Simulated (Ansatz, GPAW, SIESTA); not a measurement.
Na2S: 3 runs at one level of theory

```
S Na
1.0
     0.00000    3.27350    3.27350
     3.27350    0.00000    3.27350
     3.27350    3.27350    0.00000
S Na
1 2
Direct
  0.00000 0.00000 0.00000
  0.75000 0.75000 0.75000
  0.25000 0.25000 0.25000
```

Alike in all runs: task band structure; functional LDA; k mesh 7 × 7 × 7; occupations fermi-dirac, width 0.05 eV; no spin polarisation; no spin-orbit coupling. LDA stands for any of its common fits. Pressure is positive in compression and, in plane waves, holds the error of the finite cutoff. Gaps are the smaller of the mesh's and the band path's.

```csv
program and potentials,plane-wave cutoff (eV),notes,band gap (eV),pressure (GPa)
"SIESTA, files PseudoDojo sr-lda-0.4.1-standard, DZP (energy shift 0.003 Ry; two zetas on semicore shells)",-,atomic basis; 8 valence electrons an atom on average,2.26,-1.77
"Ansatz, all-electron LAPW, scalar-relativistic",-,-,2.24,-2.15
"GPAW, the program's PAW data sets (release 1.2.1) made for this functional",800,6.67 valence electrons an atom on average,2.24,-2.07
```

The band gap spans 2.24 (GPAW, the program's PAW data sets (release 1.2.1) made for this functional) to 2.26 eV (SIESTA, files PseudoDojo sr-lda-0.4.1-standard, DZP (energy shift 0.003 Ry; two zetas on semicore shells)), with all-electron results at 2.24. The pressure spans -2.15 (Ansatz, all-electron LAPW, scalar-relativistic) to -1.77 GPa (SIESTA, files PseudoDojo sr-lda-0.4.1-standard, DZP (energy shift 0.003 Ry; two zetas on semicore shells)), with all-electron results at -2.15. Rows in atomic bases carry the error of their basis and grid, which can be large.

The functional is the same throughout but for its coding, so the spread measures potentials, basis and numerics; runs on potential files found faulty are left out.
